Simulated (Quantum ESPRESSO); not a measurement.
The system is BN.

```xyz
4
Lattice="2.5539 0.0000 0.0000 -1.2770 2.2118 0.0000 0.0000 0.0000 4.2269" Properties=species:S:1:pos:R:3 pbc="T T T"
N     0.0000    1.4745    0.5295
N     1.2770    0.7373    2.6430
B     0.0000    1.4745    2.1123
B     1.2770    0.7373    4.2257
```

Measurements of this composition are mostly on another form, of space group No. 194.

- Program: Quantum ESPRESSO 7.5
- Task: phonons
- Functional: LDA
- Potentials or basis: PseudoDojo 0.4.1 SR LDA standard
- Cutoff: 1143 eV
- Density cutoff: 4572 eV
- k mesh: 8 × 8 × 4, shifted
- Occupations: fermi-dirac, width 0.05 eV
- Spin: no spin polarisation
- Target pressure: 3 GPa
- Form of the LDA correlation: PW92
- Mixing beta: 0.5
- Most SCF iterations: 120
- SCF threshold: 8e-10 Ry

The cell and the atoms were relaxed first at 3 GPa, to 5.72 Å³/atom (a = 2.518 Å, b = 2.518 Å, c = 4.166 Å, α = 90.00°, β = 90.00°, γ = 120.00°), and the response was taken there.

The first run showed a gap, so the response started from a second, tighter run with fixed occupations.

**Question.** Which infrared line is the strongest?

**Answer.** The E1 mode at 1091 cm⁻¹, with 49.7 (D/Å)²/amu summed over its components.

Optical modes at Γ, degenerate ones joined, polar ones without the macroscopic field:
| cm⁻¹ | components | symmetry | active in | IR intensity, summed ((D/Å)²/amu) |
| --- | --- | --- | --- | --- |
| 478 | 2 | E2 | Raman | 0.00 |
| 994 | 2 | E2 | Raman | 0.00 |
| 996 | 1 | B1 | silent | 0.00 |
| 1059 | 1 | A1 | IR and Raman | 27.45 |
| 1091 | 2 | E1 | IR and Raman | 49.69 |
| 1143 | 1 | B1 | silent | 0.00 |

Zone-centre frequencies without and with the macroscopic field along z (cm⁻¹):
|  | optical modes in rising order |
| --- | --- |
| without | 478 478 994 994 996 1059 1091 1091 1143 |
| with the field | 478 478 994 994 996 1091 1091 1143 1295 |

Born effective charge tensors (e):
atom 1, N
```
-1.81  0.00  0.00
 0.00 -1.81  0.00
 0.00  0.00 -1.91
```
atom 2, N
```
-1.81  0.00  0.00
 0.00 -1.81  0.00
 0.00  0.00 -1.91
```
atom 3, B
```
1.81 0.00 0.00
0.00 1.81 0.00
0.00 0.00 1.90
```
atom 4, B
```
1.81 0.00 0.00
0.00 1.81 0.00
0.00 0.00 1.90
```

Electronic dielectric tensor:
```
4.47 0.00 0.00
0.00 4.47 0.00
0.00 0.00 4.61
```

Static dielectric tensor, electrons and zone-centre modes:
```
6.42 0.00 0.00
0.00 6.42 0.00
0.00 0.00 6.90
```
